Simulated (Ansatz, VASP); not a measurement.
This is a calculation of P for VASP 6.6.1.

Contents of INCAR:

```
PREC = Accurate
ENCUT = 520
EDIFF = 1E-6
ISMEAR = -1
SIGMA = 0.05
LREAL = F
LASPH = T
NELM = 100
ALGO = Normal
ISIF = 2
LWAVE = F
LCHARG = T
GGA = CA
LELF = T
LVHAR = T
NBANDS = 12
```

KPOINTS

```
regular mesh
0
Gamma
  9 9 9
```

The input POSCAR:

```
P
1.0
    1.7595715195      1.0158890905      3.1910618704
   -1.7595715195      1.0158890905      3.1910618704
    0.0000000000     -2.0317781808      3.1910618704
P
2
Direct
    0.7729197500      0.7729197500      0.7729197500
    0.2270802500      0.2270802500      0.2270802500
```

Potentials or basis: VASP PAW LDA potentials, release 64 (P).

Command:

```bash
$ cat potpaw_LDA.64/P/POTCAR > POTCAR
$ mpirun -np 1 vasp_std > vasp.out
```

Q: Set up the same calculation for Ansatz 0.2.0. Potentials there: all-electron LAPW, scalar-relativistic.

A: As run (the cutoff follows the program's own potentials):

Contents of input.yaml:

```yaml
crystal:
  lattice:
    - [1.7595715195, 1.0158890905, 3.1910618704]
    - [-1.7595715195, 1.0158890905, 3.1910618704]
    - [0.0, -2.0317781808, 3.1910618704]
  atoms:
    - { symbol: P, position: [0.77291975, 0.77291975, 0.77291975] }
    - { symbol: P, position: [0.22708025, 0.22708025, 0.22708025] }
kpoints:
  mp_grid: { grid: [9, 9, 9] }
scf:
  occupations: { method: fermi_dirac, width: 0.05 }
hamiltonian:
  xc: lda
  pseudopotentials: { kind: all_electron, lapw: { basis_error: 0.001 } }
output:
  forces: true
  stress: true
  eigenvalues: true
```

Potentials or basis: all-electron LAPW, scalar-relativistic.

The run is started by

```console
$ ansatz run input.yaml --threads 1 --pin off --max-ram 3072MiB --backend cpu --events-out ev --progress --plain --runs-dir out
```

Both were run:

|  | VASP | Ansatz | Ansatz less VASP |
| --- | --- | --- | --- |
| gap on the k mesh at the Fermi level (eV) | none | none | - |
| pressure (GPa) | -7.7 | -7.5 | +0.20 |
| largest component of the traceless stress (GPa) | 0.23 | 0.15 | -0.076 |
| rms of the force components (eV/Å) | 0.123 | 0.106 | -0.0163 |

Atom by atom the forces differ by 0.016 eV/Å (rms over components). A gap of «none» marks a metal or a gap that the smearing closes. Ansatz ran all-electron here, so the differences hold the error of VASP's frozen core and of both bases.
